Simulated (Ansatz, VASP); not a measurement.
# Cross-check of C between VASP and Ansatz

Aim: how closely do two programs agree when they are given the same cell, functional and k mesh? The structure shown is the start of the Ansatz relaxation below; VASP solves that cell, so the two are compared at the walk's first step.

Method: plane waves, with VASP 6.6.1 beside it; single point at PBEsol with D3(BJ), single point at RPBE with D3(BJ) and single point at PBE with D3(BJ), in Ansatz 0.2.0.

### Step 1. Set-up

The cell holds 6 atoms: 6 C. Its edges and angles: a = 2.456 Å, b = 2.456 Å, c = 22.696 Å, α = 90.0°, β = 90.0°, γ = 120.0°. It derives from C. Vacuum lies along c.

### Step 2. Ansatz: relaxation, PBEsol with D3(BJ)

Ansatz runs on its default PAW (the set named soft_2) files.

The two programs are compared at the cell with which this relaxation starts, whose forces are those of its first step.

input.yaml reads:

```yaml
crystal:
  lattice:
    - [2.456, 0.0, 0.0]
    - [-1.228, 2.126958392, 0.0]
    - [0.0, 0.0, 22.696]
  atoms:
    - { symbol: C, position: [0.0, 0.0, 0.647514981] }
    - { symbol: C, position: [0.666666667, 0.333333333, 0.647514981] }
    - { symbol: C, position: [0.0, 0.0, 0.5] }
    - { symbol: C, position: [0.333333333, 0.666666667, 0.5] }
    - { symbol: C, position: [0.0, 0.0, 0.352485019] }
    - { symbol: C, position: [0.666666667, 0.333333333, 0.352485019] }
kpoints:
  mp_grid: { grid: [24, 24, 1] }
scf:
  occupations: { method: fermi_dirac, width: 0.05 }
  n_extra_bands: 8
hamiltonian:
  xc: pbesol
  pseudopotentials: { kind: paw }
  dispersion: d3bj
output:
  forces: true
  write_potential: true
  volumetric_format: []
relax:
  f_tol: 0.01
  max_steps: 40
  cell: { fix: [c, alpha, beta] }
```

Started as:

```sh
$ ansatz run input.yaml --threads 4 --pin off --max-ram 8192MiB --backend cpu --events-out ev --progress --plain --runs-dir out
```

Numbers of over 12 decimals in the logs are rounded to 6 here.

The program printed:

```text
scf.n_extra_bands = 8 over 12 filled bands (N_el = 24.0): the run solves 20 bands
Engine: ansatz 0.2.0, x86_64-unknown-linux-gnu
Pseudopotentials: kind: paw
Pseudopotential: C, paw, valence charge 4, recommended cutoff 420 eV (normal), C.paw.azcp
Functional definition: PBEsol
  exchange = pbesol_x
  correlation = pbesol_c
Crystal: 6 atoms, lattice volume = 118.560 Å³
Basis set: ecut = 420 eV, 2253 PW (Γ), exchange–correlation on 36×36×320 points (8 copies of the dense FFT grid, shifted against one another)
Bands: 20, of which v1, the nominal top of the filled ones, is band 12 counted from 1 (11 counted from 0)
Symmetry: 12 space group operations
Space group: P-6m2 (ITA 187), of the structure as read, at distance tolerance 4.9e-5 Å
k-points: 61 of 576 (time reversal used)
Non-local potential: C, projectors of the file, l = 0: 2, l = 1: 2, l = 2: 1
PAW form: soft (Blöchl's): semilocal exchange-correlation on the pseudo side does not see the compensation charge
PAW frozen core: C, regenerated for the run's functional, and the local potential with it (the file was generated under x = pbe(κ = 0.804, μ = 0.219515), c = pbe(β = 0.066725))
PAW one-centre angular grid: C, 110 points (default); XC on 64 Gauss nodes
Initial density: superposition of atomic densities (neutral atoms: chi_scale 0, normalization atom), corrected by the library's trained network
Initial wavefunctions: pseudopotential atomic-orbital guess
Functional: x = pbesol(κ = 0.804, μ = 0.123457), c = pbesol(β = 0.046)
SCF iter   1: F=—  HF=-1480.648601 eV  |F-HF|=—  |Δ(HF+E_count)|=         —  Δρ=2.51e-3  dr2=6.41e-3  ethr=1.77e-3  ⟨swp⟩=7.3  Hψ=7348  notcnv=0  defer=15
preconditioner: auto → LDOS  [metal: Δε(μ)=0.047 eV  Ē_g=15.990 eV  σ=0.050 eV  W_gap=0.22  n_scr=14 (ndim 8)  ℏωp=16.7 eV  f_vac=0.548  D(μ)=0.13/eV (n_scr^D=2)  β→1.0]
SCF iter   2: F=—  HF=-1480.653595 eV  |F-HF|=—  |Δ(HF+E_count)|=   4.99e-3  Δρ=1.27e-3  dr2=6.37e-3  ethr=2.67e-5  ⟨swp⟩=2.9  Hψ=2944  notcnv=0  defer=149
SCF iter   3: F=—  HF=-1480.651948 eV  |F-HF|=—  |Δ(HF+E_count)|=   1.65e-3  Δρ=4.13e-4  dr2=6.12e-4  ethr=2.66e-5  ⟨swp⟩=2.9  Hψ=2004  notcnv=0  defer=149
SCF iter   4: F=—  HF=-1480.651854 eV  |F-HF|=—  |Δ(HF+E_count)|=   9.41e-5  Δρ=9.57e-5  dr2=1.18e-5  ethr=2.55e-6  ⟨swp⟩=2.1  Hψ=1710  notcnv=0  defer=149
SCF iter   5: F=—  HF=-1480.651877 eV  |F-HF|=—  |Δ(HF+E_count)|=   2.29e-5  Δρ=2.69e-5  dr2=8.63e-7  ethr=4.93e-8  ⟨swp⟩=2.2  Hψ=2009  notcnv=0  defer=147
SCF iter   6: F=—  HF=-1480.651877 eV  |F-HF|=—  |Δ(HF+E_count)|=   3.83e-7  Δρ=1.06e-5  dr2=1.27e-7  ethr=4.17e-10  ⟨swp⟩=9.6  Hψ=7344  notcnv=0
SCF iter   7: F=-1480.651877 eV  HF=-1480.651877 eV  |F-HF|=5.36e-9  |Δ(HF+E_count)|=   1.41e-8  Δρ=2.59e-6  dr2=7.02e-9  ethr=4.17e-10  ⟨swp⟩=8.8  Hψ=6636  notcnv=0
SCF 1 converged in 7 iterations: F = -1480.651877 eV  dr2 = 7.02e-9
  greatest PAW one-centre occupation: 0.674 electrons in one spin orbital (limit 2), on the C atom at site 2 (counted from 0), in its partial waves of l = 0
relax step   1: F+E_penalty+E_count = -1480.65187705 eV  Δ(F+E_penalty+E_count) = +0.000e0 eV  max|allowed force component| = 1.178e-2 eV/Å  Δτ_max = 0.0000 Å  P = +0.335 GPa  Ω = 118.560 Å³  fix = [c, alpha, beta]  reactions: c -0.127 GPa  (7 SCF iters, dr2 threshold 1.00e-7 eV, accepted)
[...]
relax step   3: F+E_penalty+E_count = -1480.65222920 eV  Δ(F+E_penalty+E_count) = -1.919e-5 eV  max|allowed force component| = 1.538e-3 eV/Å  Δτ_max = 0.0189 Å  P = -0.025 GPa  Ω = 118.792 Å³  energy of the carried Pulay correction = -3.526e-4 eV  fix = [c, alpha, beta]  reactions: c -0.046 GPa  (7 SCF iters, dr2 threshold 6.18e-8 eV, accepted)
[...]
relax step   4: F+E_penalty+E_count = -1480.65256621 eV  Δ(F+E_penalty+E_count) = -3.370e-4 eV  max|allowed force component| = 1.510e-3 eV/Å  Δτ_max = 0.0000 Å  P = -0.022 GPa  Ω = 118.792 Å³  fix = [c, alpha, beta]  reactions: c -0.019 GPa  stress off target by 2.41e-2 GPa on what of the cell is left free  SCF on the basis re-selected at this cell (its energy is not comparable with the rows above)  (4 SCF iters)
basis re-selected at this cell: Δ(F+E_penalty+E_count) = -3.370e-4 eV, ΔP = +0.003 GPa vs the last step (what re-selecting the basis moved, of the pressure what is left beyond the Pulay correction that the steps carried, after the strain that the cell walked since its last selection, with what the two solves' SCF thresholds leave and, on support functions, any second-order correction that the steps lacked; it is no m [...]
WARN: The output density's exchange-correlation potential varies sharply where the density is thin. Do not read a vacuum level from v_tot or v_xc, or from such a field of the output density. On a cell that repeats whose density bears no net charge and no dipole along the vacuum's axis use v_es (v_loc + v_h of the components); under efield.dipole_correction with no amplitude use v_es + v_field, which holds any externa [...]
SCF converged after 4 iterations
Free energy (F): -1480.652566 eV
Harris-Foulkes:  -1480.652566 eV  (|F-HF|=8.57e-11)
Internal energy: -1480.651605 eV  (E = F + TS)
E sigma→0 (E₀):  -1480.652085 eV
Entropy (-TS):   -0.000962 eV (-0.160 meV/atom)
Fermi energy:    0.673536 eV
--- Per-component energies (eV) ---
  E_band       = -203.148593
  E_kinetic    = 545.176868
  E_local      = -13641.747081  (includes V_loc(G=0)·N_el)
  E_nonlocal   = 164.547030
  E_hartree    = 6562.809439
  E_xc         = -285.645096
  E_vxc        = -355.017660  (∫ρ·V_xc dr)
  E_paw        = -572.898902  (= ΣΔE_a)
  E_vpaw       = -41.726311  (= ΣTr[D̂ρ^β])
  E_aug_tail   = 0.000050  (compensation charges beyond the density's cutoff)
  E_ewald      = 5747.507333
  E_disp       = -0.527847  (pairwise vdW)
  E_core_change = 0.126603  (= ΣΔE_core)
  E_smearing   = -0.000962  (= −TS)
  E_closure    = -0.000000  (closes the sum)
  Σ components = -1480.652566   (vs F -1480.652566, Δ=0.00e0)
--- Forces (eV/Å), atoms counted from 1 ---
  atom   1  C     -0.00000000     0.00000000     0.00086773
  atom   2  C      0.00000000    -0.00000000    -0.00150982
  atom   3  C      0.00000000    -0.00000000    -0.00000000
  atom   4  C      0.00000000     0.00000000     0.00000000
  atom   5  C     -0.00000000     0.00000000    -0.00086773
  atom   6  C      0.00000000    -0.00000000     0.00150982
  max |Σ_I F_I| component: 1.48e-16 eV/Å
--- Stress (GPa, compression-positive) ---
       -0.024079      -0.000000       0.000000
       -0.000000      -0.024079       0.000000
        0.000000       0.000000      -0.018530
  P = ⅓ Tr σ = -0.0222 GPa (-0.222 kbar)
--- Band table (eV; the first three rows and the last of 61) ---
  k-point 0: bands = [... 8 lower, -2.3021, -2.3021, -2.2915, -2.2915, 4.2452, 4.4946, 5.2807, 6.3193, ... 4 higher]
  k-point 1: bands = [... 8 lower, -2.4593, -2.3990, -2.3929, -2.3811, 4.3003, 4.5504, 5.3367, 6.3712, ... 4 higher]
  k-point 2: bands = [... 8 lower, -2.9391, -2.6556, -2.6471, -2.6327, 4.4657, 4.7178, 5.5047, 6.5268, ... 4 higher]
  k-point 60: bands = [... 8 lower, -9.9701, 0.1758, 0.6596, 0.6685, 0.6769, 0.6888, 1.2108, 10.8640, ... 4 higher]
--- Relaxed structure (3 steps of the walk, 3 accepted, 1 SCFs on fresh bases) ---
  F+E_penalty+E_count = -1480.65256621 eV   max|allowed force component| = 1.510e-3 eV/Å   (the final SCF, on the basis selected at the relaxed cell)
  cell:  # Å, volume = 118.7916 Å³
    - [2.458402, 0, 0.0]
    - [-1.229201, 2.129039, 0.0]
    - [0.0, 0.0, 22.696]
  atoms:
    - { symbol: C, position: [-9.251858555775898e-18, 6.167905699542371e-18, 0.646230] }
    - { symbol: C, position: [0.666667, 0.333333, 0.646253] }
    - { symbol: C, position: [-9.251858555775898e-18, 6.167905699542355e-18, 0.5] }
    - { symbol: C, position: [0.333333, 0.666667, 0.5] }
    - { symbol: C, position: [-9.2518585557759e-18, 6.167905699542374e-18, 0.353770] }
    - { symbol: C, position: [0.666667, 0.333333, 0.353747] }
```

### Step 3. VASP: single point, PBEsol with D3(BJ), start cell

The same cell, functional, mesh and smearing now go to VASP, with its own data sets.

Lines of VASP's logs that name or quote its potential files are left out, and so is its time.

INCAR reads:

```
SYSTEM = C
PREC = Accurate
ENCUT = 520
EDIFF = 1E-06
NELM = 120
ISMEAR = -1
SIGMA = 0.05
LREAL = .FALSE.
ALGO = Normal
GGA = PS
IVDW = 12
NBANDS = 18
LORBIT = 11
LWAVE = .FALSE.
LCHARG = .FALSE.
ISIF = 2
LASPH = .TRUE.
GGA_COMPAT = .FALSE.
KPAR = 2
```

POSCAR reads:

```
C
1.0
    2.4560000000      0.0000000000      0.0000000000
   -1.2280000000      2.1269580000      0.0000000000
    0.0000000000      0.0000000000     22.6960000000
C
6
Direct
    0.0000000000      0.0000000000      0.6475149806
    0.6666666667      0.3333333333      0.6475149806
    0.0000000000      0.0000000000      0.5000000000
    0.3333333333      0.6666666667      0.5000000000
    0.0000000000      0.0000000000      0.3524850194
    0.6666666667      0.3333333333      0.3524850194
```

KPOINTS reads:

```
Automatic mesh
0
Gamma
24 24 1
0 0 0
```

PAW data sets: C (PBE family, release 64).

Started as:

```sh
$ mpirun -np 2 vasp_std
```

The program printed:

```text
[banner, memory and clock lines left out]
running    2 mpi-ranks, on    1 nodes
 distrk:  each k-point on    1 cores,    2 groups
 distr:  one band on    1 cores,    1 groups

 POSCAR found type information on POSCAR C
 POSCAR found :  1 types and       6 ions
|                                                                             |
|               ----> ADVICE to this user running VASP <----                  |
|                                                                             |
|     You enforced a specific xc type in the INCAR file but a different       |
|     [... a line on the potential file left out ...]
|     I HOPE YOU KNOW WHAT YOU ARE DOING!                                     |
|                                                                             |

 LDA part: xc-table for (Slater+PW92), standard interpolation
 POSCAR, INCAR and KPOINTS ok, starting setup
 FFT: planning ... GRIDC
 FFT: planning ... GRID_SOFT
 FFT: planning ... GRID
 WAVECAR not read
 entering main loop
       N       E                     dE             d eps       ncg     rms          rms(c)
DAV:   1     0.159499878268E+03    0.15950E+03   -0.11077E+04  2204   0.111E+03
DAV:   2    -0.469746878707E+02   -0.20647E+03   -0.19681E+03  3074   0.252E+02
DAV:   3    -0.612967845589E+02   -0.14322E+02   -0.14271E+02  2638   0.768E+01
DAV:   4    -0.615553553266E+02   -0.25857E+00   -0.25826E+00  3182   0.121E+01
DAV:   5    -0.615620480834E+02   -0.66928E-02   -0.66903E-02  3408   0.170E+00    0.112E+01
DAV:   6    -0.587922050027E+02    0.27698E+01   -0.26706E+00  2922   0.927E+00    0.648E+00
DAV:   7    -0.578580060380E+02    0.93420E+00   -0.33295E+00  2990   0.104E+01    0.154E+00
DAV:   8    -0.578539809310E+02    0.40251E-02   -0.13389E-01  2928   0.207E+00    0.139E-01
DAV:   9    -0.578533304053E+02    0.65053E-03   -0.44918E-03  3148   0.421E-01    0.915E-02
DAV:  10    -0.578522504539E+02    0.10800E-02   -0.18017E-03  2948   0.234E-01    0.594E-02
DAV:  11    -0.578521724680E+02    0.77986E-04   -0.81225E-04  2878   0.166E-01    0.309E-02
DAV:  12    -0.578527761364E+02   -0.60367E-03   -0.30960E-04  2596   0.105E-01    0.134E-02
DAV:  13    -0.578530023743E+02   -0.22624E-03   -0.39172E-05  2702   0.375E-02    0.104E-02
DAV:  14    -0.578531222637E+02   -0.11989E-03   -0.19179E-05  2664   0.262E-02    0.538E-03
DAV:  15    -0.578532566897E+02   -0.13443E-03   -0.81744E-06  2356   0.139E-02    0.389E-03
DAV:  16    -0.578533471046E+02   -0.90415E-04   -0.75472E-06  2316   0.101E-02    0.358E-03
DAV:  17    -0.578533805367E+02   -0.33432E-04   -0.93934E-07  2528   0.522E-03    0.191E-03
DAV:  18    -0.578534008197E+02   -0.20283E-04   -0.11613E-06  2410   0.373E-03    0.151E-03
DAV:  19    -0.578534049248E+02   -0.41051E-05   -0.91798E-08  2144   0.167E-03    0.404E-04
DAV:  20    -0.578534053312E+02   -0.40633E-06   -0.66238E-09  2132   0.612E-04
   1 F= -.58378050E+02 E0= -.58377569E+02  d E =-.962136E-03
```

Parts of OUTCAR (step 3):

```text
ion  position               nearest neighbor table
   1  0.000  0.000  0.648-   2 1.42   2 1.42   2 1.42
   2  0.667  0.333  0.648-   1 1.42   1 1.42   1 1.42
   3  0.000  0.000  0.500-   4 1.42   4 1.42   4 1.42
   4  0.333  0.667  0.500-   3 1.42   3 1.42   3 1.42
   5  0.000  0.000  0.352-   6 1.42   6 1.42   6 1.42
   6  0.667  0.333  0.352-   5 1.42   5 1.42   5 1.42

  LATTYP: Found a hexagonal cell.
 ALAT       =     2.4560000000
 C/A-ratio  =     9.2410423453

 Subroutine GETGRP returns: Found 12 space group operations
 (whereof 12 operations were pure point group operations)

The static configuration has the point symmetry D_3h.

 Found     61 irreducible k-points:

   k-points           NKPTS =     61   k-points in BZ     NKDIM =     61   number of bands    NBANDS=     18

   dimension x,y,z NGX =    18 NGY =   18 NGZ =  180
   dimension x,y,z NGXF=    36 NGYF=   36 NGZF=  360

   ENCUT  =  520.0 eV  38.22 Ry    6.18 a.u.   4.57  4.57 42.20*2*pi/ulx,y,z

   NELECT =      24.0000    total number of electrons

 k-points in reciprocal lattice and weights: Automatic mesh
   0.00000000  0.00000000  0.00000000       0.002
   0.04166667  0.00000000  0.00000000       0.010
   0.08333333  0.00000000  0.00000000       0.010
   0.12500000  0.00000000  0.00000000       0.010
   0.16666667 -0.00000000  0.00000000       0.010
   0.20833333  0.00000000  0.00000000       0.010
   0.25000000  0.00000000  0.00000000       0.010
   0.29166667  0.00000000  0.00000000       0.010
   0.33333333  0.00000000  0.00000000       0.010
[...]
0.33333333  0.29166667  0.00000000       0.021
   0.33333333  0.33333333  0.00000000       0.003

 average (electrostatic) potential at core
       1 -55.7929       2 -55.7760       3 -55.7965       4 -55.7616       5 -55.7929
       6 -55.7760

 E-fermi :  -0.3348

 k-point     1 :       0.0000    0.0000    0.0000
  band No.  band energies     occupation
    ...
      8      -3.3141      2.00000
      9      -3.3098      2.00000
     10      -3.3098      2.00000
     11      -3.2995      2.00000
     12      -3.2995      2.00000
     13       3.2162      0.00000
     14       3.4763      0.00000
     15       4.2537      0.00000
     16       5.2403      0.00000
     17       5.4695      0.00000
    ...

 k-point     2 :       0.0417    0.0000    0.0000
  band No.  band energies     occupation
    ...
      8      -3.4797      2.00000
      9      -3.4679      2.00000
     10      -3.4063      2.00000
     11      -3.4010      2.00000
     12      -3.3896      2.00000
     13       3.2714      0.00000
     14       3.5322      0.00000
     15       4.3097      0.00000
     16       5.2925      0.00000
     17       5.5251      0.00000
    ...

 k-point     3 :       0.0833    0.0000    0.0000
  band No.  band energies     occupation
    ...
      8      -3.9637      2.00000
      9      -3.9481      2.00000
     10      -3.6631      2.00000
     11      -3.6555      2.00000
     12      -3.6418      2.00000
     13       3.4369      0.00000
     14       3.6998      0.00000
     15       4.4780      0.00000
     16       5.4490      0.00000
     17       5.6920      0.00000
    ...

 Edisp (eV)   -0.52464

  Total       0.75312     0.75312    -0.09234    -0.00000     0.00000    -0.00000
  in kB      10.17748    10.17748    -1.24792    -0.00000     0.00000    -0.00000
  external pressure =        6.37 kB  Pullay stress =        0.00 kB

  energy-cutoff  :      520.00
  volume of cell :      118.56
      direct lattice vectors                 reciprocal lattice vectors
     2.456000000  0.000000000  0.000000000     0.407166124  0.235077514  0.000000000
    -1.228000000  2.126958000  0.000000000     0.000000000  0.470155029  0.000000000
     0.000000000  0.000000000 22.696000000     0.000000000  0.000000000  0.044060627

 POSITION                                       TOTAL-FORCE (eV/Angst)
 -----------------------------------------------------------------------------------
      0.00000      0.00000     14.69600        -0.000000     -0.000000     -0.011480
      1.22800      0.70899     14.69600         0.000000      0.000000      0.002656
      0.00000      0.00000     11.34800         0.000000     -0.000000      0.000000
     -0.00000      1.41797     11.34800         0.000000      0.000000      0.000000
      0.00000      0.00000      8.00000        -0.000000     -0.000000      0.011480
      1.22800      0.70899      8.00000         0.000000      0.000000     -0.002656
 -----------------------------------------------------------------------------------
    total drift:                               -0.000000      0.000000      0.000000

  FREE ENERGIE OF THE ION-ELECTRON SYSTEM (eV)
  ---------------------------------------------------
  free  energy   TOTEN  =       -58.3780499251 eV

  energy  without entropy=      -58.3770877891  energy(sigma->0) =      -58.37756886

 total charge
# of ion       s       p       d       tot
------------------------------------------
    1        0.861   1.793   0.000   2.654
    2        0.861   1.795   0.000   2.656
    3        0.862   1.791   0.000   2.653
    4        0.861   1.796   0.000   2.656
    5        0.861   1.793   0.000   2.654
    6        0.861   1.795   0.000   2.656
--------------------------------------------------
tot          5.168  10.762   0.000  15.930

[... 3 further parts left out ...]
```

Dispersion corrections of this kind ignore metallic screening and tend to overbind metals.

### Step 4. Side by side

Known differences besides the potentials themselves: the cutoff is 420 eV in Ansatz and 520 eV in VASP; Ansatz makes its cores anew for this functional, VASP keeps those of its PBE data sets. Total energies have different zeros and are not compared.

With vacuum in the cell, a pressure given here is an average over mostly empty space and none of the material.

### Step 5. Further runs

Further runs change the set-up of one program: Ansatz's method, potentials or start, or VASP's data sets, cutoff or form of LDA. The table gives that difference for each run.

```tsv
run	r.m.s. force difference (meV/Å)
as above	0.18
VASP with a cutoff of 600 eV (perhaps on Ansatz's relaxed cell)	0.3
```

### Step 6. Ansatz: relaxation, RPBE with D3(BJ)

The two programs are compared at the cell with which this relaxation starts, whose forces are those of its first step.

The structure compared here is the start of the Ansatz relaxation; VASP solves that cell, so the two are compared at the walk's first step.

input.yaml: that of step 2 with these lines changed.

```diff
@@ -18,3 +18,3 @@
 hamiltonian:
-  xc: pbesol
+  xc: rpbe
   pseudopotentials: { kind: paw }
```

Started as:

```sh
$ ansatz run input.yaml --threads 4 --pin off --max-ram 8192MiB --backend cpu --events-out ev --progress --plain --runs-dir out
```

The program printed:

```text
[...]
Crystal: 6 atoms, lattice volume = 118.560 Å³
Basis set: ecut = 420 eV, 2253 PW (Γ), exchange–correlation on 36×36×320 points (8 copies of the dense FFT grid, shifted against one another)
Bands: 20, of which v1, the nominal top of the filled ones, is band 12 counted from 1 (11 counted from 0)
Symmetry: 12 space group operations
[...]
- [-1.234972, 2.139034, 0.0]
    - [0.0, 0.0, 22.696]
  atoms:
    - { symbol: C, position: [-9.251858555775894e-18, 6.167905699542383e-18, 0.643625] }
    - { symbol: C, position: [0.666667, 0.333333, 0.643648] }
    - { symbol: C, position: [-9.251858555775934e-18, 6.1679056995422964e-18, 0.5] }
    - { symbol: C, position: [0.333333, 0.666667, 0.5] }
    - { symbol: C, position: [-9.251858555775896e-18, 6.167905699542399e-18, 0.356375] }
    - { symbol: C, position: [0.666667, 0.333333, 0.356352] }
[key lines of the parts left out:]
SCF converged after 5 iterations
Free energy (F): -1515.945409 eV
Fermi energy:    0.798031 eV
P = ⅓ Tr σ = -0.0049 GPa (-0.049 kbar)
```

[end of part 1 of 2]

[Lines on the potential files, build, host, timing and source positions are cut from VASP's logs without a mark.]

[Logs are printed without paths, hosts, clocks, repeated set-up lines and the standing remarks that a program may print on its own settings, such as how far it seeks lower states.]

[Hosts, paths, dates, database ids (printed as entryN), source tags and the programs' standing remarks are cut or masked in the printed files.]

[Rows of further runs with another cutoff or data set may stand on the cell that Ansatz relaxed, not on the start cell of the pair above them.]
